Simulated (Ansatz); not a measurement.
## From the elastic tensor of PbO₂ to moduli and sound speeds

Theory: DFT PBE, scalar-relativistic, plane waves, PAW in Ansatz 0.2.0. Plane waves to 420 eV; Γ-centred k mesh 12×12×12; Gaussian smearing of 0.01 eV. No spin polarisation.

Space group R-3m (No. 166), trigonal, a = 3.447 Å, c = 13.338 Å. Around Pb lie 6 O at 2.24 Å; O is surrounded by 3 Pb at 2.24 Å.

It was reached by relaxing an invented guess, and it needn't be the stable form of this composition. Spin–orbit coupling is left out, which matters for heavy elements. No dispersion correction is applied, so modes and constants that involve weak contacts between layers, chains or molecules come out too soft.

Relaxed-ion constants (GPa, on the Cartesian axes of the calculation):
C11 = 190.8, C12 = 75.4, C13 = 26.6, C14 = -9.6, C22 = 190.8, C23 = 26.6, C24 = 9.6, C33 = 15.2, C44 = 20.5, C55 = 20.5, C56 = -9.6, C66 = 57.7 GPa; the others vanish.

Density 8.684 g/cm³; 3 atoms in 45.74 Å³.

With S = C⁻¹: B_V = (C11+C22+C33+2(C12+C13+C23))/9, G_V = (C11+C22+C33−C12−C13−C23+3(C44+C55+C66))/15, 1/B_R = S11+S22+S33+2(S12+S13+S23), 15/G_R = 4(S11+S22+S33−S12−S13−S23)+3(S44+S55+S66); Hill is their mean. Then v_l = √((B+4G/3)/ρ), v_t = √(G/ρ), v_m = [(2/v_t³+1/v_l³)/3]^(−1/3) and Θ = (ħ/k_B)·v_m·(6π²n/V)^(1/3) for n atoms in the volume V; E = 9BG/(3B+G), ν = (3B−2G)/(2(3B+G)) and A^U = 5G_V/G_R + B_V/B_R − 6.

* Bulk modulus, Voigt / Reuss / Hill: 72.6 / 13.8 / 43.2 GPa
* Shear modulus, Voigt / Reuss / Hill: 37.6 / 16.2 / 26.9 GPa
* Young's modulus: 67 GPa
* Poisson ratio: 0.242
* Pugh ratio B/G: 1.61 (under 1.75, the rule of thumb for brittle)
* Universal anisotropy index: 10.91
* Longitudinal and transverse sound speeds: 3017 and 1760 m/s
* Debye temperature from the mean sound speed: 234 K
